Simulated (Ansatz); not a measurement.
Input for Ansatz (plane-wave DFT, PAW):

```yaml
crystal:
  lattice:
    - [2.1336655, -5.73299195, 0.0]
    - [2.1336655, 5.73299195, 0.0]
    - [0.0, 0.0, 4.31398426]
  atoms:
    - { symbol: Sn, position: [0.8627587788, 0.1372412212, 0.25] }
    - { symbol: Sn, position: [0.1372412212, 0.8627587788, 0.75] }
    - { symbol: Se, position: [0.6191987446, 0.3808012554, 0.25] }
    - { symbol: Se, position: [0.3808012554, 0.6191987446, 0.75] }
basis:
  ecutwfc: 420
kpoints:
  mp_grid: { grid: [8, 8, 6] }
hamiltonian:
  xc: pbesol
scf:
  occupations: { method: gaussian, width: 0.05 }
output:
  forces: true
  stress: true
  eigenvalues: true
```

It can be run as
```bash
ansatz run input.yaml --threads 1 --pin off --backend cpu --events-out ev --progress --plain --runs-dir out  # memory cap (--max-ram) not shown
```

These are results of DFT PBEsol, scalar-relativistic, plane waves, PAW in Ansatz 0.2.0, not measurements.

Part of what the program printed, abridged (iterations and final results):

```
SCF iter   1: F=—  HF=-22749.528684 eV  |F-HF|=—  |Δ(HF+E_count)|=         —  Δρ=2.92e-3  dr2=1.31e-2  ethr=1.77e-3  ⟨swp⟩=7.4  Hψ=12571  notcnv=0
SCF iter   2: F=—  HF=-22749.522707 eV  |F-HF|=—  |Δ(HF+E_count)|=   5.98e-3  Δρ=1.31e-3  dr2=1.75e-3  ethr=2.19e-5  ⟨swp⟩=2.4  Hψ=5341  notcnv=0  defer=51
SCF iter   3: F=—  HF=-22749.522333 eV  |F-HF|=—  |Δ(HF+E_count)|=   3.74e-4  Δρ=3.97e-4  dr2=1.89e-4  ethr=2.91e-6  ⟨swp⟩=2.1  Hψ=4308  notcnv=0  defer=51
SCF iter   4: F=—  HF=-22749.522327 eV  |F-HF|=—  |Δ(HF+E_count)|=   5.40e-6  Δρ=1.51e-4  dr2=2.37e-5  ethr=3.15e-7  ⟨swp⟩=2.1  Hψ=3652  notcnv=0  defer=51
SCF iter   5: F=—  HF=-22749.522337 eV  |F-HF|=—  |Δ(HF+E_count)|=   9.76e-6  Δρ=2.37e-5  dr2=7.58e-7  ethr=3.96e-8  ⟨swp⟩=2.1  Hψ=5378  notcnv=0  defer=51
SCF iter   6: F=—  HF=-22749.522337 eV  |F-HF|=—  |Δ(HF+E_count)|=   1.43e-7  Δρ=1.07e-5  dr2=1.31e-7  ethr=1.67e-10  ⟨swp⟩=9.0  Hψ=14617  notcnv=0
SCF iter   7: F=-22749.522337 eV  HF=-22749.522337 eV  |F-HF|=8.04e-9  |Δ(HF+E_count)|=   2.11e-8  Δρ=3.26e-6  dr2=8.95e-9  ethr=1.67e-10  ⟨swp⟩=4.4  Hψ=10904  notcnv=0
SCF 1 converged in 7 iterations: F = -22749.522337 eV  dr2 = 8.95e-9
SCF converged after 7 iterations
Free energy (F): -22749.522337 eV
Harris-Foulkes:  -22749.522337 eV  (|F-HF|=8.04e-9)
Internal energy: -22749.522337 eV  (E = F + TS)
E sigma→0 (E₀):  -22749.522337 eV
Fermi energy:    9.482453 eV
--- Per-component energies (eV) ---
  E_band       = -935.691833
  E_kinetic    = 606.601509
  E_local      = -6494.293681  (includes V_loc(G=0)·N_el)
  E_nonlocal   = -1247.009065
  E_hartree    = 3426.542435
  E_xc         = -966.198836
  E_vxc        = -390.595939  (∫ρ·V_xc dr)
  E_paw        = -11859.419090  (= ΣΔE_a)
  E_vpaw       = -263.473758  (= ΣTr[D̂ρ^β])
  E_aug_tail   = -0.001207  (compensation charges beyond the density's cutoff)
  E_ewald      = -6218.330982
  E_core_change = 2.586580  (= ΣΔE_core)
  E_smearing   =  0.000000  (= −TS)
--- Forces (eV/Å), atoms counted from 1 ---
  atom   1  Sn     0.00000000     0.03544424     0.00000000
  atom   2  Sn     0.00000000    -0.03544424     0.00000000
  atom   3  Se     0.00000000    -0.70173175     0.00000000
  atom   4  Se     0.00000000     0.70173175     0.00000000
--- Stress (GPa, compression-positive) ---
       -2.431269       0.000000       0.000000
        0.000000      -1.674398       0.000000
        0.000000       0.000000      -1.564554
  P = ⅓ Tr σ = -1.8901 GPa (-18.901 kbar)
--- Band table (eV; the first three rows and the last of 84) ---
  k-point 0: bands = ["-38.3680", "-38.3679", "-38.3643", "-38.3641", "-38.3639", "-38.3625", "-38.3596", "-38.3594", "-38.3580", "-38.3579", "-12.2029", "-12.1908", "-12.1908", "-12.1893", "-12.1856", "-12.1810", "-12.1661", "-12.1655", "-12.1558", "-12.1413", "-4.6389", "-3.1169", "3.1479", "3.5166", "4.4343", "5.4723", "6.3191", "6.4829", "7.4475", "7.9808", "12.3247", "12.6784", "13.3777", "13.3987", "13.6647", "14.0265"]
  k-point 1: bands = ["-38.3679", "-38.3679", "-38.3643", "-38.3641", "-38.3638", "-38.3626", "-38.3595", "-38.3595", "-38.3580", "-38.3579", "-12.1976", "-12.1931", "-12.1918", "-12.1900", "-12.1854", "-12.1803", "-12.1664", "-12.1626", "-12.1550", "-12.1443", "-4.5047", "-3.1433", "2.8379", "3.0309", "4.3255", "6.1189", "6.5116", "6.6639", "7.7337", "7.8294", "12.1699", "12.5555", "12.6298", "12.6726", "12.9172", "13.6820"]
  k-point 2: bands = ["-38.3679", "-38.3679", "-38.3643", "-38.3642", "-38.3636", "-38.3629", "-38.3595", "-38.3595", "-38.3579", "-38.3579", "-12.1960", "-12.1934", "-12.1927", "-12.1894", "-12.1856", "-12.1713", "-12.1685", "-12.1582", "-12.1542", "-12.1518", "-4.1386", "-3.2965", "2.1004", "2.5013", "4.6076", "6.1970", "7.0063", "7.1150", "8.1857", "8.4496", "10.9152", "11.0449", "11.1875", "11.1920", "13.3464", "13.4875"]
  k-point 83: bands = ["-38.3679", "-38.3679", "-38.3642", "-38.3642", "-38.3632", "-38.3632", "-38.3595", "-38.3595", "-38.3579", "-38.3579", "-12.1932", "-12.1932", "-12.1886", "-12.1886", "-12.1793", "-12.1793", "-12.1587", "-12.1587", "-12.1581", "-12.1581", "-3.5949", "-3.5949", "1.2685", "1.2685", "7.1884", "7.1884", "7.7293", "7.7293", "8.4550", "8.4550", "9.8222", "9.8222", "11.2138", "11.2138", "11.8909", "11.8909"]
```

Self-consistency was reached.